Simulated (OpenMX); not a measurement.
GaN under changes of volume

One of the cells (11.310 Å³/atom); the others are scaled copies at fixed shape and fractional positions:

```
Ga N
1.0
     3.18000    0.00000    0.00000
    -1.59000    2.75396    0.00000
     0.00000    0.00000    5.16600
Ga N
2 2
Direct
  0.66667 0.33333 0.50000
  0.33333 0.66667 0.00000
  0.66667 0.33333 0.87500
  0.33333 0.66667 0.37500
```

| Item | Value |
| --- | --- |
| Program | OpenMX 3.8.5 |
| Functional | LDA |
| Potentials or basis | OpenMX 2013 LDA set, Ga7.0-s3p2d2, N6.0-s2p2d1, fixed grid of 36 × 36 × 70 points |
| k mesh | 11 × 11 × 5 |
| Occupations | fermi-dirac, width 0.05 eV |
| Spin | no spin polarisation |

```csv
volume (Å³/atom),energy over the lowest point (meV/atom),gap on the mesh (eV),largest force (eV/Å)
10.632,18.55,2.89,0.131
10.858,?,?,?
11.084,0.16,2.58,0.119
11.310,0.00,2.43,0.113
11.537,5.18,2.28,0.107
11.763,14.85,2.14,0.102
11.989,28.64,2.00,0.098
```

Task: What does the run at 10.858 Å³/atom give?

Result: Energy over the lowest point 6.19 meV/atom; gap on the mesh 2.73 eV; largest force 0.125 eV/Å.

Worked out: A Birch-Murnaghan fit of order 3 (a polynomial in V^(-2/3)) to the other rows has its minimum at 11.20 Å³/atom with B0 = V·E''(V) = 192 GPa and B' = 4.8 at fixed shape and positions, which overstates the stiffness. It gives 6.07 meV/atom at 10.858 Å³/atom, against the run's 6.19. A straight line through the other rows of the gap, of slope -7.41 eV per unit of ln V (its deformation potential), gives 2.73 eV, against the run's 2.73.

Energies are extrapolated to zero smearing.

Caveats: the basis has few d functions beyond the semicore shells, which can make volumes several per cent too large; the basis of atomic orbitals isn't converged, which shifts pressures, moduli and gaps.

Spin-orbit coupling on Ga is left out.
